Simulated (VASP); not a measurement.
Here is a VASP 6.6.1 calculation.

The input INCAR:

```
SYSTEM = N
PREC     = Accurate       ! precision mode
ENCUT    = 520            ! plane-wave cutoff, eV
EDIFF    = 1E-6           ! SCF threshold, eV
ISMEAR   = 0              ! smearing method
SIGMA    = 0.05           ! smearing width, eV
LREAL    = .False.        ! projectors in reciprocal space
LASPH    = .True.         ! aspherical terms in the spheres
NELM     = 100            ! most SCF steps
ALGO     = Fast           ! electronic algorithm
ISIF     = 2              ! what is computed and relaxed
LWAVE    = .False.        ! write WAVECAR
LCHARG   = .False.        ! write CHGCAR
GGA      = CA             ! functional
NBANDS   = 18             ! bands
```

File KPOINTS:

```
regular mesh
0
Gamma
  6 6 4
  0 0 0
```

File POSCAR:

```
N
1.0
    4.0840619700      0.0000000000      0.0000000000
    0.0000000000      4.0840619700      0.0000000000
    0.0000000000      0.0000000000      5.3459132500
N
4
Direct
    0.9042752000      0.9042752000      0.0000000000
    0.5957248000      0.4042752000      0.5000000000
    0.0957248000      0.0957248000      0.0000000000
    0.4042752000      0.5957248000      0.5000000000
```

Potentials or basis: VASP PAW LDA potentials, release 64 (N).

Run with:

```sh
$ cat potpaw_LDA.64/N/POTCAR > POTCAR
$ mpirun -np 1 vasp_std > vasp.out
```

Question: Estimate the pressure.

Answer: -1.2 GPa.

Question: Predict the band gap on the k mesh.

Answer: 6.70 eV, indirect (least direct gap 6.90 eV).

Question: Predict the largest force.

Answer: 0.368 eV/Å.

Forces in eV/Å, atoms in the order of the input:
```
N    0.261  0.261  0.000
N   -0.261  0.261  0.000
N   -0.261 -0.261  0.000
N    0.261 -0.261  0.000
```

Caveat: the standard files for N, O and F lose accuracy on very short bonds. Expect the measured gap to be larger: semilocal functionals such as LDA lack the derivative discontinuity.
